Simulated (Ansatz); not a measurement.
The system is KTaO3.

```
Ta K O
1.0
     3.98830    0.00000    0.00000
     0.00000    3.98830    0.00000
     0.00000    0.00000    3.98830
Ta K O
1 1 3
Cartesian
  0.0000 0.0000 0.0000
  1.9942 1.9942 1.9942
  0.0000 0.0000 1.9942
  0.0000 1.9942 0.0000
  1.9942 0.0000 0.0000
```

| Item | Value |
| --- | --- |
| Program | Ansatz 0.2.0 |
| Task | single point |
| Functional | PBE |
| Potentials or basis | Ansatz PAW |
| Cutoff | 420 eV (not typed: the program's choice for these potentials) |
| k mesh | 7 × 7 × 7 |
| Occupations | fermi-dirac, width 0.05 eV |
| Spin | no spin polarisation |

On this cell: pressure 5.4 GPa; largest force zero by symmetry; band gap on the k mesh 2.28 eV, indirect (least direct gap 2.83 eV).

The same run follows on a disturbed copy (atoms moved at random, drawn with an rms of 0.05 Å):

```
CELL_PARAMETERS angstrom
3.98830 0.00000 0.00000
0.00000 3.98830 0.00000
0.00000 0.00000 3.98830
ATOMIC_POSITIONS crystal
Ta 0.99121 0.00637 0.98683
K 0.50867 0.49778 0.52255
O 0.99651 0.00103 0.48991
O 0.00047 0.50424 0.00177
O 0.49541 0.00732 0.99587
```

Question: What changes?

Answer: The energy moves by +10.5 meV/atom; pressure 5.6 GPa; largest force 0.607 eV/Å; band gap on the k mesh 2.28 eV, indirect (least direct gap 2.84 eV).

Forces on the atoms (eV/Å):
```
Ta   0.157 -0.082  0.308
K   -0.252  0.134 -0.536
O    0.000  0.033  0.458
O   -0.060 -0.016 -0.163
O    0.154 -0.069 -0.067
```

Stress tensor (GPa, compression positive):
```
 5.68 -0.06  0.23
-0.06  5.58 -0.19
 0.23 -0.19  5.49
```

Caveats: odd divisions of the mesh miss points on the zone boundary, where band edges often lie, so the gap on the mesh can be too wide; spin-orbit coupling is left out, which moves the levels of the heavy elements.

A k mesh can miss the band edges.
